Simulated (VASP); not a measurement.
Ga2O3, 10 atoms in the cell. It takes space group R-3c (No. 167, trigonal). The conventional cell has a = 5.063 Å, b = 5.063 Å, c = 13.635 Å, α = 90.00°, β = 90.00°, γ = 120.00°. Ga (site symmetry 3) is surrounded by 6 O at 1.95 to 2.11 Å. O (site symmetry 2) is surrounded by 4 Ga at 1.95 to 2.11 Å. The cell is a database's computed one.

| Item | Value |
| --- | --- |
| Program | VASP 6.6.1 |
| Task | band structure |
| Functional | PBE |
| Potentials or basis | VASP PAW PBE potentials, release 64 (Ga_d, O) |
| Cutoff | 450 eV |
| k mesh | 8 × 8 × 8 |
| Occupations | gaussian, width 0.02 eV |
| Spin | no spin polarisation |
| Further INCAR settings | ALGO = Fast; EDIFF = 1e-06 |

Potentials or basis: VASP PAW PBE potentials, release 64 (Ga_d, O).

Command:

```bash
$ cat potpaw_PBE.64/Ga_d/POTCAR potpaw_PBE.64/O/POTCAR > POTCAR
$ mpirun -np 4 vasp_std > vasp.out
```

Hardware: 4 MPI ranks on AMD EPYC 7R13 Processor (Zen 3) (shared host).

Estimate the wall time of this run.

Wall time 4.5 min on 4 MPI ranks on AMD EPYC 7R13 Processor (Zen 3), on a shared host, peak memory 0.47 GiB a rank. Counts: scf iterations 37, k points 65.
